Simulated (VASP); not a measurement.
Sn: single point with PBE

The system is Sn.

```
Sn
1.0
    -1.89465    1.89465    1.89465
     1.89465   -1.89465    1.89465
     1.89465    1.89465   -1.89465
Sn
1
Direct
  0.00000 0.00000 0.00000
```

This isn't the form of Sn at room conditions, which is tetragonal (white tin).

```json
{"Program": "VASP 6.6.1", "Task": "single point", "Functional": "PBE", "Potentials or basis": "VASP PAW PBE potentials, release 64 (Sn)", "Cutoff": "500 eV", "k mesh": "10 × 10 × 10", "Occupations": "gaussian, width 0.1 eV", "Spin": "no spin polarisation", "Further INCAR settings": "ALGO = Fast; EDIFF = 1.00e-06; NBANDS = 8"}
```

```json
{"Pressure": "0.5 GPa", "Band gap on the k mesh": "none (metal or under the smearing width)"}
```

Levels at points of the mesh, in eV from the Fermi level:
```csv
k point,band 1,band 2,band 3,band 4,band 5,band 6
"(0.00, 0.00, 0.00)",-11.05,8.01,8.01,8.01,12.20,12.20
"(0.50, 0.00, 0.00)",-6.40,-4.39,3.64,5.48,7.92,8.18
"(0.50, 0.50, 0.50)",-2.43,-0.45,-0.45,-0.45,3.86,3.86
```

It took 10 s on 1 thread of Intel(R) Xeon(R) Platinum 8259CL CPU @ 2.50GHz (Skylake/Cascade Lake), on a shared host, peak memory 0.14 GiB.
